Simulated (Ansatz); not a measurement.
Crystal: Sn.

```
Sn
1.0
    -1.72654    1.77555    2.33834
     1.72654   -1.77555    2.33834
     1.72654    1.77555   -2.33834
Sn
1
Direct
  0.00000 0.00000 0.00000
```

This isn't the form of Sn at room conditions, which is tetragonal (white tin).

```yaml
Program: Ansatz 0.2.0
Task: single point
Functional: PBEsol
Potentials_or_basis: Ansatz PAW
Cutoff: "420 eV (not typed: the program's choice for these potentials)"
k_mesh: 11 × 11 × 11
Occupations: fermi-dirac, width 0.05 eV
Spin: no spin polarisation
```

On this cell: pressure -3.6 GPa; band gap on the k mesh none (metal or under the smearing width).

The same run follows on a disturbed copy (cell strained at random at fixed volume):

```
Sn
1.0
    -1.66577    1.76563    2.29581
     1.74442   -1.79906    2.37926
     1.68238    1.81521   -2.32119
Sn
1
Direct
  0.99505 0.98835 0.99670
```

Task: What changes?

Result: The energy (extrapolated to zero smearing) moves by +4.9 meV/atom; pressure -3.6 GPa; band gap on the k mesh none (metal or under the smearing width).

Stress tensor (GPa, compression positive):
```
-2.76 -0.02 -0.57
-0.02 -4.51  0.15
-0.57  0.15 -3.46
```

Caveats: the PAW data sets come from PBE, with cores solved anew for the run's functional, which leaves a small shift of forces and pressure.
